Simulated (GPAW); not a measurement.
# GaP (F-43m) in GPAW: a series of runs, part 3 of 3

GPAW 26.7.0. The steps go on from the part before.

## 5. Band structure, PBE

The input, run.py:

```python
from ase.dft.bandgap import bandgap
from ase.io import write
from ase.spacegroup import crystal
from ase.units import GPa
from gpaw import GPAW, PW, setup_paths

setup_paths.insert(0, '.')

# Ga 4a
# P 4c
atoms = crystal(['Ga', 'P'],
                basis=[[0.0, 0.0, 0.0],
                       [0.25, 0.25, 0.25]],
                spacegroup=216, setting=1,  # F-43m
                cellpar=[5.4505, 5.4505, 5.4505, 90.0, 90.0, 90.0],
                primitive_cell=True)

calc = GPAW(mode=PW(600),
            xc='PBE',
            kpts={'size': (8, 8, 8), 'gamma': True},
            occupations={'name': 'fermi-dirac', 'width': 0.05},
            setups={'Ga': 'jth', 'P': 'jth'},
            nbands=-7,
            convergence={'density': 1e-05, 'energy': 1e-05},
            maxiter=150,
            txt='gpaw.txt')
atoms.calc = calc
energy = atoms.get_potential_energy()
forces = atoms.get_forces()
stress = atoms.get_stress()
calc.write('gs.gpw')
write('result.traj', atoms)
print(f'Energy: {energy:.6f} eV')
print('Forces (eV/A):')
print(forces.round(4))
print('Stress (GPa):', (stress / GPa).round(3))
print('Fermi level:', round(calc.get_fermi_level(), 4), 'eV')
print(f'Gap: {bandgap(calc)[0]:.4f} eV, direct: {bandgap(calc, direct=True)[0]:.4f} eV')

path = atoms.cell.bandpath('GXWKGLUWLK,UX', npoints=80, eps=1e-4)
bs_calc = calc.fixed_density(kpts=path, symmetry='off', nbands=-17,
                             convergence={'bands': 'CBM+6.0', 'eigenstates': 1e-6}, txt='bands.txt')
bs = bs_calc.band_structure()
bs.write('bs.json')
print(f'Gap on the path: {bandgap(bs_calc)[0]:.4f} eV')
```

Potentials or basis: JTH PAW 2.0, PBE, pw.

Run with:

```
> OMP_NUM_THREADS=1 python run.py
```

gpaw.txt:

```text
__  _  _
 | _ |_)|_||  |
 |__||  | ||/\| - 26.7.0

Input parameters:
  mode=PW(ecut=600.0),
  convergence={'density': 1e-05, 'energy': 1e-05},
  kpts=MonkhorstPack(size=(8, 8, 8), gamma=True),
  maxiter=150,
  nbands=-7,
  occupations=Occupations(name='fermi-dirac', width=0.05),
  setups={'Ga': 'jth', 'P': 'jth'},
  xc=XC(name='PBE')

Diagonalizing LCAO Hamiltonian
Converting LCAO to pw mode

           P

       Ga

Atoms  # Å, Bohr magnetons
|   | symbol |        x |        y |        z |    initial magnetic moments |
|---|--------|----------|----------|----------|-----------------------------|
| 0 |     Ga | 0.000000 | 0.000000 | 0.000000 | ( 0.0000,  0.0000,  0.0000) |
| 1 |      P | 1.362625 | 1.362625 | 1.362625 | ( 0.0000,  0.0000,  0.0000) |

Unit cell  # Å
| periodic |        x |        y |        z |  lengths |    angles |
|----------|----------|----------|----------|----------|-----------|
[... 177 lines left out ...]
Energy contributions relative to reference atoms: (reference = -62200.874465)

Energy contributions:
  Kinetic:          10.903949
  Coulomb:          -9.171241
  Zero:             -0.026332
  External:          0.000000
  Xc:              -10.871242
  Entropy:          -0.000000
  Spinorbit:         0.000000
  ----------------------------
  Free energy:      -9.164866
  Extrapolated:     -9.164866

dipole moment: (-16.341748, -16.341748, -16.341748)  # |e|*Ang

Fermi level: 5.464
Eigenvalues  # (at kpt = [0.000, 0.000, 0.000])
| band index |      eig [eV] | occ [0-2] |
|------------|---------------|-----------|
|          0 |        -9.871 |     2.000 |
|          1 |        -9.871 |     2.000 |
|          2 |        -9.871 |     2.000 |
|          3 |        -9.775 |     2.000 |
|          4 |        -9.775 |     2.000 |
|          5 |        -7.822 |     2.000 |
[... 8 lines left out ...]
|         14 |        14.413 |     0.000 |
|         15 |        14.413 |     0.000 |

Gap: 1.650 eV
Transition (v -> c):
  (s=0, k=0, n=8, [0.00, 0.00, 0.00]) -> (s=0, k=12, n=9, [0.38, 0.38, 0.00])
Direct/indirect transitions are different
Direct gap: 1.824 eV
Transition at: (s=0, k=0, n=8, [0.00, 0.00, 0.00])

Forces  # eV/Ang
|        x |       y |        z |
|----------|---------|----------|
|  0.00000 | 0.00000 |  0.00000 |  # Ga   0
| -0.00000 | 0.00000 | -0.00000 |  # P    1

Stress tensor  # eV/Ang^3
|         x |         y |         z |
|-----------|-----------|-----------|
| -0.014985 |  0.000000 |  0.000000 |
|  0.000000 | -0.014985 | -0.000000 |
|  0.000000 | -0.000000 | -0.014985 |

# Writing to gs.gpw (mode='')
```

stdout:

```text
Energy: -9.164866 eV
Forces (eV/A):
[[ 0.  0.  0.]
 [-0.  0. -0.]]
Stress (GPa): [-2.401 -2.401 -2.401 -0.     0.     0.   ]
Fermi level: 5.4644 eV
Gap: 1.6500 eV, direct: 1.8238 eV
Gap on the path: 1.6046 eV
```

Run time: 44 s. Hardware: 1 thread of Arm Neoverse V1, shared host; peak memory 0.24 GiB.

Results:

```
Free energy             : -9.1649 eV
Pressure                : 2.4 GPa
Band gap on the k mesh  : 1.65 eV, indirect (least direct gap 1.82 eV)
Band gap along the path : 1.60 eV, indirect (least direct gap 1.82 eV)
```

Levels at the corners of the path, in eV from the valence-band top:
```tsv
point	band 5	band 6	band 7	band 8	band 9	band 10	band 11	band 12	band 13	band 14
Γ	-14.45	-12.49	0.00	0.00	0.00	1.82	3.89	3.89	3.89	8.82
X	-14.42	-9.53	-6.75	-2.68	-2.68	1.66	1.83	10.58	10.58	11.19
W	-14.44	-9.44	-6.54	-3.57	-3.42	4.71	4.86	6.11	6.16	11.60
K	-14.43	-9.56	-6.54	-3.93	-2.25	2.20	4.80	8.24	8.26	9.31
Γ	-14.45	-12.49	0.00	0.00	0.00	1.82	3.89	3.89	3.89	8.82
L	-14.44	-10.43	-6.63	-1.12	-1.12	1.68	4.72	4.72	8.29	10.89
U	-14.43	-9.56	-6.54	-3.93	-2.25	2.20	4.80	8.24	8.26	9.31
W	-14.44	-9.44	-6.54	-3.57	-3.42	4.71	4.86	6.11	6.16	11.60
L	-14.44	-10.43	-6.63	-1.12	-1.12	1.68	4.72	4.72	8.29	10.89
K	-14.43	-9.56	-6.54	-3.93	-2.25	2.20	4.80	8.24	8.26	9.31
U	-14.43	-9.56	-6.54	-3.93	-2.25	2.20	4.80	8.24	8.26	9.31
X	-14.42	-9.53	-6.75	-2.68	-2.68	1.66	1.83	10.58	10.58	11.19
```

Caveat: the program truncates these outside data sets.

## 6. Equation of state, RPBE

The input, run.py:

```python
from ase.eos import EquationOfState
from ase.io import Trajectory, read
from ase.units import GPa
from gpaw import GPAW, PW

atoms = read('GaP.xyz')

traj = Trajectory('eos.traj', 'w')
volumes, energies = [], []
for x in [0.94, 0.96, 0.98, 1.0, 1.02, 1.04, 1.06]:
    a = atoms.copy()
    a.set_cell(atoms.cell * x**(1 / 3), scale_atoms=True)
    calc = GPAW(mode=PW(600),
                xc='RPBE',
                kpts={'size': (8, 8, 8), 'gamma': True},
                occupations={'name': 'fermi-dirac', 'width': 0.05},
                nbands=11,
                convergence={'density': 1e-05, 'energy': 1e-05},
                maxiter=150,
                txt=f'eos-{x:.2f}.txt')
    a.calc = calc
    energies.append(a.get_potential_energy(force_consistent=True))
    volumes.append(a.get_volume())
    p = -a.get_stress()[:3].mean() / GPa
    calc.write(f'eos-{x:.2f}.gpw')
    traj.write(a)
    print(f'{x:.2f} {volumes[-1]:10.4f} A^3 {energies[-1]:14.6f} eV {p:9.3f} GPa', flush=True)

v0, e0, B = EquationOfState(volumes, energies, eos='birchmurnaghan').fit()
print(f'V0 = {v0:.4f} A^3, E0 = {e0:.6f} eV, B0 = {B / GPa:.2f} GPa')
```

The input, GaP.xyz:

```xyz
2
Lattice="0.0000000000 2.7252500000 2.7252500000 2.7252500000 0.0000000000 2.7252500000 2.7252500000 2.7252500000 0.0000000000" Properties=species:S:1:pos:R:3 pbc="T T T"
Ga     0.0000000000      0.0000000000      0.0000000000
P      4.0878750000      4.0878750000      4.0878750000
```

Potentials or basis: the program's PAW data sets (release 1.2.1) made for this functional, pw.

Run with:

```
> OMP_NUM_THREADS=1 python run.py
```

Run time: 69 s. Hardware: 1 thread of Arm Neoverse V1, shared host; peak memory 0.19 GiB.

The run converged. Its results:

```yaml
Equilibrium_volume: "21.85 Å³/atom (rough: see the caveat)"
Bulk_modulus: 74 GPa (rough)
```

Energy against volume, from the lowest point:
| volume (Å³/atom) | energy (meV/atom) |
| --- | --- |
| 19.026 | 106.72 |
| 19.431 | 74.83 |
| 19.836 | 49.38 |
| 20.240 | 29.71 |
| 20.645 | 15.27 |
| 21.050 | 5.52 |
| 21.455 | 0.00 |

Caveat: the data sets keep Ga 3d, Li 1s and Be 1s frozen, and some such compounds lay over 1.5 % in volume off other programs; the minimum lies outside the volumes run.

## 7. How close it comes

Step 5. Against the measured gap of GaP, 2.34 eV (indirect; 10 K; quoted in “Stacking defects in GaP nanowires: Electronic structure and optical properties”, 2018, arxiv:1810.01194), the calculated 1.60 eV is off by -0.74 eV. Spin-orbit coupling on Ga is left out. The value is that of PBE, without temperature or zero-point motion. Semilocal functionals fall short of measured gaps as a rule.
